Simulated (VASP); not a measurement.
Ag2O, 6 atoms in the cell. Symmetry: Pn-3m, No. 224, cubic system. Conventional cell: a = 4.718 Å, b = 4.718 Å, c = 4.718 Å, α = 90.00°, β = 90.00°, γ = 90.00°. Ag (site symmetry -3m) has 2 O at 2.04 Å as nearest neighbours. O (site symmetry -43m) has 4 Ag at 2.04 Å as nearest neighbours. 

```yaml
Program: VASP 6.6.1
Task: relaxation of cell and atoms
Functional: vdW-DF-cx
Potentials_or_basis: VASP PAW PBE potentials, release 64 (Ag, O)
Cutoff: 600 eV
k_mesh: 5 × 5 × 5
Occupations: fermi-dirac, width 0.05 eV
Spin: no spin polarisation
Further_INCAR_settings: ALGO = Normal; EDIFF = 1e-07; IBRION = 2; EDIFFG = -0.01; NSW = 60; ISIF = 3
```

Potentials or basis: VASP PAW PBE potentials, release 64 (Ag, O).

The run is started by

```bash
$ cat potpaw_PBE.64/Ag/POTCAR potpaw_PBE.64/O/POTCAR > POTCAR
$ mpirun -np 1 vasp_std > vasp.out
```

Hardware: 1 thread of Intel(R) Xeon(R) Platinum 8488C (Sapphire Rapids), on a shared host.

**Question.** Estimate the wall time of this run.

**Answer.** Wall time 2.9 min on 1 thread of Intel(R) Xeon(R) Platinum 8488C (Sapphire Rapids) (shared host), peak memory 0.59 GiB. Counts: scf iterations 24, k points 10, ion steps 2.
